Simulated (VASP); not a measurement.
# TePb: single point with r2SCAN

**Experimental background.**

From a printed reference work, monograph, for a bulk crystal of TePb at 4.2 K: band gap 0.19 eV (direct).

The system is TePb.

```
CELL_PARAMETERS angstrom
0.00000 3.23100 3.23100
3.23100 0.00000 3.23100
3.23100 3.23100 0.00000
ATOMIC_POSITIONS crystal
Te 0.50000 0.50000 0.50000
Pb 0.00000 0.00000 0.00000
```

* Program: VASP 6.6.1
* Task: single point
* Functional: r2SCAN
* Potentials or basis: VASP PAW PBE potentials, release 64 (Te, Pb_d)
* Cutoff: 520 eV
* k mesh: 6 × 6 × 6
* Occupations: gaussian, width 0.01 eV
* Spin: no spin polarisation
* Dipole correction: no
* Further INCAR settings: ALGO = Normal; EDIFF = 1e-07; NBANDS = 17

* Pressure: 1.5 GPa
* Band gap on the k mesh: 1.02 eV, direct

Levels at points of the mesh, in eV from the valence-band top:
```
           k point  band 6  band 7  band 8  band 9  band 10  band 11  band 12  band 13  band 14  band 15
(0.00, 0.00, 0.00)  -12.52   -5.64   -1.50   -1.50    -1.50     4.34     4.34     4.34     6.17     6.17
(0.50, 0.00, 0.00)  -11.01   -8.90   -1.02   -1.02     0.00     1.02     1.41     1.41     8.94     9.69
(0.50, 0.50, 0.00)  -10.74   -7.51   -4.70   -2.98    -2.98     3.58     5.82     5.82     7.17    10.52
```

It took 43 s on 1 thread of Intel(R) Xeon(R) 6975P-C (Granite Rapids), on a shared host, peak memory 0.21 GiB.

Measured gap of TePb: 0.19 eV (direct; 4.2 K; a printed reference work, monograph). This calculation gives 1.02 eV (+0.83 eV). Spin-orbit coupling on Pb, Te is left out. The value is that of r2SCAN on a finite k mesh, which can miss the band edges, without temperature or zero-point motion.

Caveat: the PAW data sets were made with another functional, which shifts forces and pressure a little; spin-orbit coupling is left out, which moves the levels of the heavy elements.
